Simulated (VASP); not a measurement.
The system is PtS2.

```
Pt S
1.0
     3.54320    0.00000    0.00000
    -1.77160    3.06850    0.00000
     0.00000    0.00000    5.03880
Pt S
1 2
Direct
  0.00000 0.00000 0.00000
  0.66667 0.33333 0.77300
  0.33333 0.66667 0.22700
```

- Program: VASP 6.6.1
- Task: relaxation of cell and atoms
- Functional: RPBE
- Potentials or basis: VASP PAW PBE potentials, release 64 (Pt, S)
- Cutoff: 600 eV
- k mesh: 9 × 9 × 5
- Occupations: fermi-dirac, width 0.05 eV
- Spin: no spin polarisation

At the start: pressure 13.8 GPa; volume 18.26 Å³/atom.

Problem. How do energy, volume and symmetry change on relaxing?

Solution. Over 18 steps the energy falls by 122.0 meV/atom and the volume is 26.25 Å³/atom (+43.8 %); space group P-3m1 (No. 164, to 0.05 Å).

The path:
| step | energy change (eV) | largest force (eV/Å) | pressure (GPa) | volume (Å³) |
| --- | --- | --- | --- | --- |
| 1 | 0.0000 | 1.2686 | 13.76 | 54.78 |
| 2 | 0.2798 | 1.6358 | -12.73 | 68.18 |
| 3 | -0.2067 | 0.1622 | -0.26 | 59.51 |
| 4 | -0.2071 | 0.1166 | 0.16 | 59.32 |
| 5 | -0.2071 | 0.0938 | 0.38 | 59.23 |
| 6 | -0.2223 | 0.1583 | 0.41 | 59.63 |
| 7 | -0.2489 | 0.3474 | 0.53 | 60.76 |
| 8 | -0.2517 | 0.4326 | 0.59 | 61.25 |
| 9 | -0.2655 | 0.4091 | 0.45 | 62.05 |
| 10 | -0.3009 | 0.3226 | 0.21 | 64.46 |
| 11 | -0.3463 | 0.0878 | 0.32 | 69.33 |
| 12 | -0.3314 | 0.6362 | 2.15 | 79.27 |
| 13 | -0.3508 | 0.4063 | 1.64 | 75.43 |
| 14 | -0.3598 | 0.1654 | -0.02 | 77.98 |
| 15 | -0.3599 | 0.1248 | -0.29 | 78.43 |
| 16 | -0.3624 | 0.0962 | -0.24 | 78.51 |
| 17 | -0.3661 | 0.0100 | -0.06 | 78.73 |
| 18 | -0.3661 | 0.0003 | -0.04 | 78.75 |

Final structure:
```
Pt S
1.0
     3.59735    0.00000    0.00000
    -1.79867    3.11539    0.00000
     0.00000    0.00000    7.02689
Pt S
1 2
Direct
  0.00000 0.00000 0.00000
  0.66667 0.33333 0.82527
  0.33333 0.66667 0.17473
```

Caveat: the volume moved by over 15 % at a fixed basis, so the end points are rough; the PAW data sets were made with another functional, which shifts forces and pressure a little; this functional lacks dispersion, which binds the layers, so the pressure and a relaxed spacing across them are unreliable, and here the layers came unbound; the volume moved by +44 % from the deposited cell, more than functionals usually miss.
